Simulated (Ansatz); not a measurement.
Zinc-blende InN (metastable phase) was calculated with r²SCAN+SOC (Ansatz, an electronic-structure program, plane waves, PAW).

Settings: plane-wave cutoff 560 eV, 12×12×12 k mesh, Fermi–Dirac smearing 0.01 eV, PAW data made under PBE.

The volume scan:

```csv
V (Å³/atom),E − E_lowest (meV/atom)
14.671,27.50
14.983,11.76
15.295,2.83
15.607,0.00
15.919,2.64
16.232,10.15
16.544,22.04
```

Problem. Fit the third-order Birch–Murnaghan equation and give B0 and B′.

Solution. V0 = 15.607 Å³/atom, B0 = 140 GPa, B′ = 4.5 (fit to the energies at full precision).

Measured, for comparison: equilibrium volume per atom 15.72 Å³/atom (temperature not stated, not corrected to a static lattice, epilayer on 3C-SiC; as tabulated in Schörmann, As, Lischka, Schley, Goldhahn et al., Appl. Phys. Lett. 89, 261903 …). Computed (rounded) less measured: equilibrium volume per atom -0.7 %. A static lattice is as a rule a little smaller and stiffer than an uncorrected measurement, which narrows the difference in the equilibrium volume per atom and would widen misses of the other sign.

Note: the gap of the solid is closed in this run; this level leaves the solid without a gap, although one is measured.

Static lattice: no zero-point or thermal effects.

It cost roughly 9 core-minutes of CPU time.
